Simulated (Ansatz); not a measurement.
`FC(F)F` and `FC(F)(F)OBCl` differ in one atom or group.

Ansatz, PBE0-D4/def2-TZVP geometries, multiplicity 1. Each molecule was computed in one conformer, which needn't be the lowest.

```csv
property,`FC(F)F`
HOMO–LUMO gap (B3LYP/def2-TZVPP) / eV,12.64
HOMO energy (PBE0/def2-TZVPP) / eV,-11.34
size of the dipole moment (B3LYP/def2-TZVPP) / D,1.57
LUMO energy (ωB97M-V/def2-TZVPP) / eV,3.45
LUMO energy (B3LYP/def2-TZVPP) / eV,1.53
LUMO energy (PBE/def2-TZVPP) / eV,1.14
```

Problem. Give the same properties after the change, and the shifts. (An estimate is asked.)

Solution. The calculation gave: 
```json
{"property": "HOMO–LUMO gap (B3LYP/def2-TZVPP) / eV", "`FC(F)(F)OBCl`": "7.78", "shift": "-4.86"}
{"property": "HOMO energy (PBE0/def2-TZVPP) / eV", "`FC(F)(F)OBCl`": "-9.54", "shift": "1.80"}
{"property": "size of the dipole moment (B3LYP/def2-TZVPP) / D", "`FC(F)(F)OBCl`": "0.70", "shift": "-0.87"}
{"property": "LUMO energy (ωB97M-V/def2-TZVPP) / eV", "`FC(F)(F)OBCl`": "0.81", "shift": "-2.64"}
{"property": "LUMO energy (B3LYP/def2-TZVPP) / eV", "`FC(F)(F)OBCl`": "-1.49", "shift": "-3.02"}
{"property": "LUMO energy (PBE/def2-TZVPP) / eV", "`FC(F)(F)OBCl`": "-2.25", "shift": "-3.39"}
```

With PBE0 the HOMO rises by 1.80 eV and the LUMO falls by 3.23 eV, so the gap narrows by about 5.03 eV. PBE moves the HOMO by 1.35 eV and ωB97M-V by 1.96 eV. Dipoles are sizes alone; their direction can turn.

B3LYP here is the variant with VWN-RPA as its local correlation; programs differ in this.

Positive LUMOs are unbound, so they and the gaps depend on the basis.
